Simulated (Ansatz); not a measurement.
Crystal: TiO2.

```
Ti O
1.0
     4.54535    0.00000    0.00000
     0.00000    5.51962    0.00000
     0.00000    0.00000    4.90920
Ti O
4 8
Direct
  0.00000 0.17299 0.75000
  0.50000 0.32701 0.25000
  0.00000 0.82701 0.25000
  0.50000 0.67299 0.75000
  0.27145 0.38172 0.91865
  0.77145 0.11828 0.08135
  0.22855 0.11828 0.41865
  0.72855 0.38172 0.58135
  0.27145 0.61828 0.41865
  0.77145 0.88172 0.58135
  0.22855 0.88172 0.91865
  0.72855 0.61828 0.08135
```

Measurements of this composition are mostly on another form, of space group No. 141.

```yaml
Program: Ansatz 0.2.0
Task: relaxation of cell and atoms
Functional: PBE
Potentials_or_basis: JTH PAW
Cutoff: "1380 eV (not typed: the program's choice for these potentials)"
k_mesh: 6 × 5 × 6
Occupations: fermi-dirac, width 0.05 eV
Spin: no spin polarisation
```

At the start: volume 10.26 Å³/atom.

Task: Where does the relaxation end?

Result: It ends after 6 steps and the volume is 10.48 Å³/atom (+2.1 %); space group Pbcn (No. 60, to 0.05 Å).

Step by step:
| step | energy change (eV) | largest force (eV/Å) | volume (Å³) |
| --- | --- | --- | --- |
| 1 | 0.0000 | 0.1006 | 123.16 |
| 2 | -0.0316 | 0.1124 | 124.97 |
| 3 | -0.0358 | 0.0995 | 125.70 |
| 4 | -0.0395 | 0.0308 | 125.80 |
| 5 | -0.0400 | 0.0039 | 125.81 |
| 6 | -0.0407 | 0.0039 | 125.81 |

Final structure:
```
Ti O
1.0
     4.58176    0.00000    0.00000
     0.00000    5.57324    0.00000
     0.00000    0.00000    4.92697
Ti O
4 8
Direct
  0.00000 0.17703 0.75000
  0.50000 0.32297 0.25000
  0.00000 0.82297 0.25000
  0.50000 0.67703 0.75000
  0.27143 0.38057 0.91893
  0.77143 0.11943 0.08107
  0.22857 0.11943 0.41893
  0.72857 0.38057 0.58107
  0.27143 0.61943 0.41893
  0.77143 0.88057 0.58107
  0.22857 0.88057 0.91893
  0.72857 0.61943 0.08107
```

Caveat: the plane-wave basis is chosen anew once the cell has moved, so the energies of steps on either side of that aren't comparable.
